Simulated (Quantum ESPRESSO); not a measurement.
# Si2Ni: Hubbard U from linear response under several settings

```
Ni Si
1.0
     0.00000    2.70300    2.70300
     2.70300    0.00000    2.70300
     2.70300    2.70300    0.00000
Ni Si
1 2
Cartesian
  0.0000 0.0000 0.0000
  4.0545 4.0545 4.0545
  1.3515 1.3515 1.3515
```

All runs used Quantum ESPRESSO 7.5; potentials GBRV 1.5 LDA; k mesh 6 × 6 × 6; given cell; collinear spin, ferromagnetic start; cutoff 612 eV; occupations fermi-dirac, width 0.05 eV.

```tsv
level	projectors	U typed (eV)	q mesh	with V	state	U computed (eV)
LDA+U	ortho-atomic	0.0	1 × 1 × 1	no	metal	Ni 9.3
LDA+U	ortho-atomic	0.0	2 × 2 × 2	no	metal	?
LDA+U	ortho-atomic	4.0	3 × 3 × 3	no	metal	Ni 11.0
LDA+U	ortho-atomic	4.0	4 × 4 × 4	no	metal	Ni 11.0
```

**Question.** What stands in the row left open?

**Answer.** U computed Ni 10.3 eV.

Caveats: the U is typed as a test and isn't derived for this compound; the computed U isn't converged in cell size (some runs).

For the row left open. Caveat: the k mesh is coarse; the U is typed as a test and isn't derived for this compound.
